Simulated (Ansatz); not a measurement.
Crystal: TePt.

```
Pt Te
1.0
     0.00000    3.24504    3.24504
     3.24504    0.00000    3.24504
     3.24504    3.24504    0.00000
Pt Te
1 1
Cartesian
  0.0000 0.0000 0.0000
  1.6225 1.6225 1.6225
```

Measurements of this composition are mostly on another form, of space group No. 166.

- Program: Ansatz 0.2.0
- Task: relaxation of cell and atoms
- Functional: HSEsol
- Potentials or basis: Ansatz PAW
- Cutoff: 420 eV (not typed: the program's choice for these potentials)
- k mesh: 4 × 4 × 4
- Occupations: fermi-dirac, width 0.05 eV
- Spin: no spin polarisation

At the start: volume 34.17 Å³/atom.

**Question.** Where does the relaxation end?

**Answer.** It ends after 6 steps and the volume is 25.76 Å³/atom (-24.6 %); space group F-43m (No. 216, to 0.05 Å).

The path:
```
step  energy change (eV)  largest force (eV/Å)  volume (Å³)
   1              0.0000                0.0000        68.34
   2             -0.7345                0.0000        58.83
   3             -0.9839                0.0000        50.24
   4             -0.9933                0.0000        52.02
   5             -0.9951                0.0000        51.53
   6             -0.9917                0.0000        51.53
```

Final structure:
```
Pt Te
1.0
     0.00000    2.95345    2.95345
     2.95345    0.00000    2.95345
     2.95345    2.95345    0.00000
Pt Te
1 1
Direct
  0.00000 0.00000 0.00000
  0.25000 0.25000 0.25000
```

Caveat: the k mesh is coarse (spacing up to 0.42 Å⁻¹), so the values aren't converged, least of all with exact exchange; the volume moved by over 15 % at a fixed basis, so the end points are rough; the plane-wave basis is chosen anew once the cell has moved, so the energies of steps on either side of that aren't comparable; the PAW data sets come from PBE, with cores solved anew for the run's functional, which leaves a small shift of forces and pressure.
